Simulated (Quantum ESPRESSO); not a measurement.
# La2O3 (P-3m1) in Quantum ESPRESSO: a series of runs, part 2 of 2

Quantum ESPRESSO 7.5.

### 9 Equation of state, PBEsol

Potentials or basis: GBRV 1.5 PBEsol.

No new run: the results of the series are fitted here.

Results:

```yaml
Equilibrium_volume: 16.04 Å³/atom
Bulk_modulus_at_fixed_shape_and_positions: 142 GPa
Pressure_derivative_of_the_bulk_modulus: 4.3
```

Energy against volume, from the lowest point:
```csv
volume (Å³/atom),energy (meV/atom)
15.375,13.21
15.703,3.30
16.030,0.00
16.357,2.62
16.684,10.56
17.011,23.26
17.338,40.25
```

Caveat: the cell was scaled at fixed shape and fractional positions, which overstates the stiffness of a crystal with free parameters, most of all of layers and chains. The run has no spin-orbit coupling, so splittings on La are missing.

### 10 Single point, PBE, 15.38 Å³/atom

Input file pw.in:

```
&CONTROL
  calculation = 'scf'
  prefix = 'pwscf'
  outdir = './tmp'
  pseudo_dir = './pseudo'
  tstress = .true.
  disk_io = 'nowf'
/
&SYSTEM
  ibrav = 0
  nat = 5
  ntyp = 2
  ecutwfc = 55
  ecutrho = 440
  nbnd = 28
  occupations = 'smearing'
  smearing = 'fd'
  degauss = 0.00367493
/
&ELECTRONS
  conv_thr = 1d-09
  electron_maxstep = 120
  mixing_beta = 0.5
/
ATOMIC_SPECIES
La   138.9055 La.paw.z_11.atompaw.wentzcovitch.v1.2.upf
O     15.9990 O.pbe-n-kjpaw_psl.0.1.UPF
CELL_PARAMETERS angstrom
   3.8505354057    0.0000000000    0.0000000000
  -1.9252677029    3.3346614796    0.0000000000
   0.0000000000    0.0000000000    5.9871847653
ATOMIC_POSITIONS crystal
La     0.3333333333    0.6666666667    0.2462356800
La     0.6666666667    0.3333333333    0.7537643200
O      0.0000000000    0.0000000000    0.0000000000
O      0.3333333333    0.6666666667    0.6458906500
O      0.6666666667    0.3333333333    0.3541093500
K_POINTS automatic
8 8 5 0 0 0
```

Potentials or basis: SSSP 1.3 efficiency PBE.

The run is started by

```bash
$ OMP_NUM_THREADS=1 mpirun -n 2 pw.x -nk 2 -in pw.in > pw.out
```

Wall time 2.4 min (2 MPI ranks of Intel Xeon 6975P-C (Granite Rapids), shared host); peak memory 0.98 GiB.

The run converged. Its results:

```
Free energy            : -14180.6115 eV
Pressure               : 12.2 GPa
Band gap on the k mesh : 3.92 eV, indirect (least direct gap 4.04 eV)
```

Caveat: spin-orbit coupling is left out, which moves the levels of the heavy elements; an odd mesh through Γ misses points on the zone boundary, where band edges often lie.

### 11 Single point, PBE, 15.70 Å³/atom

pw.in, as its differences from that of step 10:

```diff
@@ -28,5 +28,5 @@
 CELL_PARAMETERS angstrom
-   3.8505354057    0.0000000000    0.0000000000
-  -1.9252677029    3.3346614796    0.0000000000
-   0.0000000000    0.0000000000    5.9871847653
+   3.8776527457    0.0000000000    0.0000000000
+  -1.9388263728    3.3581457848    0.0000000000
+   0.0000000000    0.0000000000    6.0293494275
 ATOMIC_POSITIONS crystal
```

The run is started by

```bash
$ OMP_NUM_THREADS=1 mpirun -n 2 pw.x -nk 2 -in pw.in > pw.out
```

It took 2.2 min on 2 MPI ranks of Intel Xeon 6975P-C (Granite Rapids), shared host; peak memory 1 GiB.

It converged, with:

| Item | Value |
| --- | --- |
| Free energy | -14180.7188 eV |
| Pressure | 8.6 GPa |
| Band gap on the k mesh | 3.93 eV, indirect (least direct gap 4.05 eV) |

Caveat: spin-orbit coupling is left out, which moves the levels of the heavy elements; an odd mesh through Γ misses points on the zone boundary, where band edges often lie.

### 12 Single point, PBE, 16.03 Å³/atom

pw.in, as its differences from that of step 11:

```diff
@@ -28,5 +28,5 @@
 CELL_PARAMETERS angstrom
-   3.8776527457    0.0000000000    0.0000000000
-  -1.9388263728    3.3581457848    0.0000000000
-   0.0000000000    0.0000000000    6.0293494275
+   3.9043960235    0.0000000000    0.0000000000
+  -1.9521980118    3.3813061428    0.0000000000
+   0.0000000000    0.0000000000    6.0709324617
 ATOMIC_POSITIONS crystal
```

Potentials or basis: SSSP 1.3 efficiency PBE.

The run is started by

```bash
$ OMP_NUM_THREADS=1 mpirun -n 2 pw.x -nk 2 -in pw.in > pw.out
```

Wall time 2 min (2 MPI ranks of Intel Xeon 6975P-C (Granite Rapids), shared host); peak memory 1 GiB.

The run converged. Its results:

* Free energy: -14180.7907 eV
* Pressure: 5.3 GPa
* Band gap on the k mesh: 3.91 eV, indirect (least direct gap 4.06 eV)

Caveat: spin-orbit coupling is left out, which moves the levels of the heavy elements; an odd mesh through Γ misses points on the zone boundary, where band edges often lie.

### 13 Single point, PBE, 16.36 Å³/atom

pw.in, as its differences from that of step 12:

```diff
@@ -28,5 +28,5 @@
 CELL_PARAMETERS angstrom
-   3.9043960235    0.0000000000    0.0000000000
-  -1.9521980118    3.3813061428    0.0000000000
-   0.0000000000    0.0000000000    6.0709324617
+   3.9307778780    0.0000000000    0.0000000000
+  -1.9653889390    3.4041534990    0.0000000000
+   0.0000000000    0.0000000000    6.1119535200
 ATOMIC_POSITIONS crystal
```

The run is started by

```bash
$ OMP_NUM_THREADS=1 mpirun -n 2 pw.x -nk 2 -in pw.in > pw.out
```

Run time: 2.5 min. Hardware: 2 MPI ranks of Intel Xeon 6975P-C (Granite Rapids), shared host; peak memory 1 GiB.

The run converged. Its results:

| Item | Value |
| --- | --- |
| Free energy | -14180.8309 eV |
| Pressure | 2.4 GPa |
| Band gap on the k mesh | 3.89 eV, indirect (least direct gap 4.06 eV) |

Caveat: spin-orbit coupling is left out, which moves the levels of the heavy elements; an odd mesh through Γ misses points on the zone boundary, where band edges often lie.

### 14 Single point, PBE, 16.68 Å³/atom

pw.in, as its differences from that of step 13:

```diff
@@ -28,5 +28,5 @@
 CELL_PARAMETERS angstrom
-   3.9307778780    0.0000000000    0.0000000000
-  -1.9653889390    3.4041534990    0.0000000000
-   0.0000000000    0.0000000000    6.1119535200
+   3.9568102782    0.0000000000    0.0000000000
+  -1.9784051391    3.4266982189    0.0000000000
+   0.0000000000    0.0000000000    6.1524312130
 ATOMIC_POSITIONS crystal
```

The run is started by

```bash
$ OMP_NUM_THREADS=1 mpirun -n 2 pw.x -nk 2 -in pw.in > pw.out
```

It took 99 s on 2 MPI ranks of Intel Xeon 6975P-C (Granite Rapids), shared host; peak memory 1.1 GiB.

It converged, with:

* Free energy: -14180.8425 eV
* Pressure: -0.3 GPa
* Band gap on the k mesh: 3.86 eV, indirect (least direct gap 4.06 eV)

Caveat: spin-orbit coupling is left out, which moves the levels of the heavy elements; an odd mesh through Γ misses points on the zone boundary, where band edges often lie.

### 15 Single point, PBE, 17.01 Å³/atom

pw.in, as its differences from that of step 14:

```diff
@@ -28,5 +28,5 @@
 CELL_PARAMETERS angstrom
-   3.9568102782    0.0000000000    0.0000000000
-  -1.9784051391    3.4266982189    0.0000000000
-   0.0000000000    0.0000000000    6.1524312130
+   3.9825045714    0.0000000000    0.0000000000
+  -1.9912522857    3.4489501296    0.0000000000
+   0.0000000000    0.0000000000    6.1923831845
 ATOMIC_POSITIONS crystal
```

Potentials or basis: SSSP 1.3 efficiency PBE.

The run is started by

```bash
$ OMP_NUM_THREADS=1 mpirun -n 2 pw.x -nk 2 -in pw.in > pw.out
```

Wall time 2.1 min (2 MPI ranks of Intel Xeon 6975P-C (Granite Rapids), shared host); peak memory 1.1 GiB.

It converged, with:

- Free energy: -14180.8284 eV
- Pressure: -2.7 GPa
- Band gap on the k mesh: 3.83 eV, indirect (least direct gap 4.05 eV)

Caveat: spin-orbit coupling is left out, which moves the levels of the heavy elements; an odd mesh through Γ misses points on the zone boundary, where band edges often lie.

### 16 Single point, PBE, 17.34 Å³/atom

pw.in, as its differences from that of step 15:

```diff
@@ -28,5 +28,5 @@
 CELL_PARAMETERS angstrom
-   3.9825045714    0.0000000000    0.0000000000
-  -1.9912522857    3.4489501296    0.0000000000
-   0.0000000000    0.0000000000    6.1923831845
+   4.0078715265    0.0000000000    0.0000000000
+  -2.0039357633    3.4709185571    0.0000000000
+   0.0000000000    0.0000000000    6.2318261790
 ATOMIC_POSITIONS crystal
```

The run is started by

```bash
$ OMP_NUM_THREADS=1 mpirun -n 2 pw.x -nk 2 -in pw.in > pw.out
```

Run time: 2.4 min. Hardware: 2 MPI ranks of Intel Xeon 6975P-C (Granite Rapids), shared host; peak memory 1.1 GiB.

Results (log left out):

```
Free energy            : -14180.7911 eV
Pressure               : -4.8 GPa
Band gap on the k mesh : 3.80 eV, indirect (least direct gap 4.00 eV)
```

Caveat: spin-orbit coupling is left out, which moves the levels of the heavy elements; an odd mesh through Γ misses points on the zone boundary, where band edges often lie.

### 17 Equation of state, PBE

Potentials or basis: SSSP 1.3 efficiency PBE.

No new run: the results of the series are fitted here.

What came out:

| Quantity | Value |
| --- | --- |
| Equilibrium volume | 16.66 Å³/atom |
| Bulk modulus at fixed shape and positions | 129 GPa |
| Pressure derivative of the bulk modulus | 4.3 |

Energy against volume, from the lowest point:
```csv
volume (Å³/atom),energy (meV/atom)
15.375,46.20
15.703,24.75
16.030,10.36
16.357,2.32
16.684,0.00
17.011,2.83
17.338,10.29
```

Caveat: the cell was scaled at fixed shape and fractional positions, which overstates the stiffness of a crystal with free parameters, most of all of layers and chains.
